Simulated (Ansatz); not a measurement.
In AlP (zinc blende type) the Al atom of the primitive cell, with all its periodic images, is moved by 0.02 Å along x.

```
Al P
1.0
     0.00000    2.75500    2.75500
     2.75500    0.00000    2.75500
     2.75500    2.75500    0.00000
Al P
1 1
Direct
  0.99637 0.00363 0.00363
  0.25000 0.25000 0.25000
```

These are results of Ansatz 0.2.0 development build, PBE, plane waves, all-electron PAW datasets generated for the crystal, point nucleus, not measurements.

Cutoff 180 eV; k-mesh 8×8×8 Γ-centred; Fermi–Dirac smearing of 0.1 eV; no spin polarisation.

(1) What force results, and what does it mean for the zone-centre vibration?

## Answers

(1) The force on it along the displacement is -0.1922 eV/Å, a force constant of 9.61 eV/Å². With the reduced mass of 14.42 u the zone-centre transverse optical mode lies at 426 cm⁻¹ (12.76 THz) in this finite-step estimate. The longitudinal mode lies higher by the LO–TO splitting, which a displacement repeated in every cell doesn't give.

```json
{"atom": "Al1", "Fx (eV/Å)": "-0.1922", "Fy (eV/Å)": "0.0000", "Fz (eV/Å)": "0.0000"}
{"atom": "P2", "Fx (eV/Å)": "0.1922", "Fy (eV/Å)": "0.0000", "Fz (eV/Å)": "0.0000"}
```
